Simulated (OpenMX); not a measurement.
Ni:

```
CELL_PARAMETERS angstrom
2.44802 0.00000 0.00000
-1.22401 2.12005 0.00000
0.00000 0.00000 4.07281
ATOMIC_POSITIONS crystal
Ni 0.66667 0.33333 0.75000
Ni 0.33333 0.66667 0.25000
```

This isn't the form of Ni at room conditions, which is fcc.

```yaml
Program: OpenMX 3.8.5
Task: single point
Functional: PBE
Potentials_or_basis: OpenMX 2013 PBE set, Ni6.0H-s3p2d2, grid cutoff 500 Ry
k_mesh: 13 × 13 × 7
Occupations: fermi-dirac, width 0.05 eV
Spin: collinear spin, ferromagnetic start
Starting_moments: "[1.0, 1.0] μB"
```

On this cell: pressure 15.8 GPa; largest force 0.004 eV/Å; net moment 1.24 μB per cell; site moments Ni +0.62 μB; band gap on the k mesh none (metal or under the smearing width).

The same run follows on a disturbed copy (atoms moved at random, drawn with an rms of 0.05 Å):

```
Ni
1.0
     2.44802    0.00000    0.00000
    -1.22401    2.12005    0.00000
     0.00000    0.00000    4.07281
Ni
2
Direct
  0.67277 0.33548 0.75541
  0.34218 0.65836 0.24447
```

Problem. What changes?

Solution. The energy (extrapolated to zero smearing) moves by +7.4 meV/atom; pressure 16.0 GPa; largest force 0.634 eV/Å; net moment 1.24 μB per cell; site moments Ni +0.62 μB; band gap on the k mesh none (metal or under the smearing width).

Forces on the atoms (eV/Å):
```
Ni   0.040 -0.019 -0.633
Ni  -0.046  0.045  0.630
```

Caveats: the basis of atomic orbitals isn't converged, which shifts pressures, moduli and gaps; so large a pressure means that the cell lies far from this level's equilibrium, or that cutoff or potentials fall short (some runs).
